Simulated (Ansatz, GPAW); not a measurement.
Given: the input of a run of GPAW 26.7.0 (ASE script) on Au (Gold). 

The input run.py:

```python
from ase.dft.bandgap import bandgap
from ase.io import read, write
from ase.units import Bohr, GPa
from gpaw import GPAW, PW
from gpaw.elf import elf_from_dft_calculation

atoms = read('Au.xyz')

calc = GPAW(mode=PW(600),
            xc='PBE',
            kpts={'size': (11, 11, 11), 'gamma': True},
            occupations={'name': 'methfessel-paxton', 'order': 0, 'width': 0.019000000000000003},
            nbands=14,
            convergence={'density': 1e-05, 'energy': 1e-05},
            maxiter=150,
            txt='gpaw.txt')
atoms.calc = calc
energy = atoms.get_potential_energy()
forces = atoms.get_forces()
stress = atoms.get_stress()
calc.write('gs.gpw')
write('result.traj', atoms)
print(f'Energy: {energy:.6f} eV')
print('Forces (eV/A):')
print(forces.round(4))
print('Stress (GPa):', (stress / GPa).round(3))
print('Fermi level:', round(calc.get_fermi_level(), 4), 'eV')
print(f'Gap: {bandgap(calc)[0]:.4f} eV, direct: {bandgap(calc, direct=True)[0]:.4f} eV')

# fields on the real-space grid
write('density.cube', atoms, data=calc.get_pseudo_density() * Bohr**3)
write('potential.cube', atoms, data=calc.get_electrostatic_potential())
write('elf.cube', atoms, data=elf_from_dft_calculation(calc).data)
```

Contents of Au.xyz:

```xyz
1
Lattice="0.0000000000 2.0350000000 2.0350000000 2.0350000000 0.0000000000 2.0350000000 2.0350000000 2.0350000000 0.0000000000" Properties=species:S:1:pos:R:3 pbc="T T T"
Au     0.0000000000      0.0000000000      0.0000000000
```

Potentials or basis: GPAW PAW data sets (gpaw-data 1.2.1), pw.

The run is started by

```console
$ OMP_NUM_THREADS=1 python run.py
```

Problem. Translate it to Ansatz 0.2.0. Potentials or basis there: all-electron LAPW, scalar-relativistic.

Solution. As run (cutoffs and basis follow the program's own potentials, and thresholds, step limits or extra output files can differ):

Contents of input.yaml:

```yaml
crystal:
  lattice:
    - [0.0, 2.035, 2.035]
    - [2.035, 0.0, 2.035]
    - [2.035, 2.035, 0.0]
  atoms:
    - { symbol: Au, position: [0.0, 0.0, 0.0] }
kpoints:
  mp_grid: { grid: [11, 11, 11] }
scf:
  occupations: { method: gaussian, width: 0.019 }
hamiltonian:
  xc: pbe
  pseudopotentials: { kind: all_electron, lapw: { basis_error: 0.001 } }
output:
  forces: true
  stress: true
  eigenvalues: true
```

Potentials or basis: all-electron LAPW, scalar-relativistic.

The run is started by

```bash
$ ansatz run input.yaml --threads 1 --pin off --max-ram 3072MiB --backend cpu --events-out ev --progress --plain --runs-dir out
```

Both were run:

|  | GPAW | Ansatz |
| --- | --- | --- |
| Pressure | 13.4 GPa | 10.8 GPa |

Where Ansatz's input types no cutoff or centring, it takes its own default and a Γ-centred mesh.

The two runs disagree by more than potentials and bases usually give (in gap, levels, pressure or energy); the cause wasn't traced.

The cell lies far from this level's equilibrium.

Pressure is positive in compression.
